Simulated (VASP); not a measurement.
Au:

```
Au
1.0
     2.74841    0.00000    0.00000
     0.00000    2.74841    0.00000
     0.00000    0.00000    2.74841
Au
1
Cartesian
  1.3742 1.3742 1.3742
```

The cell was built by a generator and needn't be a form met in nature.

Base run:

| Quantity | Value |
| --- | --- |
| Program | VASP 6.6.1 |
| Functional | RPBE |
| Potentials or basis | VASP PAW PBE potentials, release 64 (Au) |
| Cutoff | 520 eV |
| k mesh | 10 × 10 × 10 |
| Occupations | fermi-dirac, width 0.05 eV |
| Spin | no spin polarisation |

Its results: pressure 3.4 GPa.

Task: After a change of settings the same cell gave: pressure -9.6 GPa. Which change was it?
A. functional from RPBE to SCAN; further incar settings from ALGO = Fast; EDIFF = 1e-06 to ALGO = Normal; EDIFF = 1e-06
B. functional from RPBE to TPSS; further incar settings from ALGO = Fast; EDIFF = 1e-06 to ALGO = Normal; EDIFF = 1e-06
C. functional from RPBE to revPBE
D. functional from RPBE to LDA; potentials or basis from VASP PAW PBE potentials, release 64 (Au) to VASP PAW LDA potentials, release 64 (Au)

Result: D.

Caveats: the PAW data sets were made with another functional, which shifts forces and pressure a little (some runs).

Runs at the PBE level aren't shown here.
